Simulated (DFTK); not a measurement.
The system is InAs.

```xyz
2
Lattice="0.0000 3.0180 3.0180 3.0180 0.0000 3.0180 3.0180 3.0180 0.0000" Properties=species:S:1:pos:R:3 pbc="T T T"
In    0.0000    0.0000    0.0000
As    4.5270    4.5270    4.5270
```

Base run:

* Program: DFTK 0.8.2
* Functional: PBE
* Potentials or basis: dojo.nc.sr.pbe.v0_4_1.standard.upf (PBE)
* Cutoff: 1143 eV
* k mesh: 8 × 8 × 8
* Occupations: fermi-dirac, width 0.05 eV
* Spin: no spin polarisation

Its results: band gap on the k mesh none (metal or under the smearing width); pressure 4.4 GPa.

After a change of settings the same cell gave: band gap on the k mesh none (metal or under the smearing width); pressure -3.2 GPa. Which change was it?
A. occupations from fermi-dirac, width 0.05 eV to methfessel-paxton order 1, width 0.1 eV
B. occupations from fermi-dirac, width 0.05 eV to methfessel-paxton order 2, width 0.1 eV
C. functional from PBE to PBEsol; potentials or basis from dojo.nc.sr.pbe.v0_4_1.standard.upf (PBE) to dojo.nc.sr.pbesol.v0_4_1.standard.upf (PBEsol)
D. functional from PBE to LDA; potentials or basis from dojo.nc.sr.pbe.v0_4_1.standard.upf (PBE) to cp2k.nc.sr.lda.v0_1.largecore.gth (LDA, GTH, large core); cutoff from 1143 eV to 735 eV; valence electrons from 28 to 8

D.

Caveats: this crystal is a semiconductor, whose small gap the functional closes, so the metal is an error of the method; GTH potentials come without recommended cutoffs, and this one wasn't checked for convergence (some runs); this set keeps more shells in the core, which shifts pressures and gaps (some runs).

Not every run made on this cell is shown here.
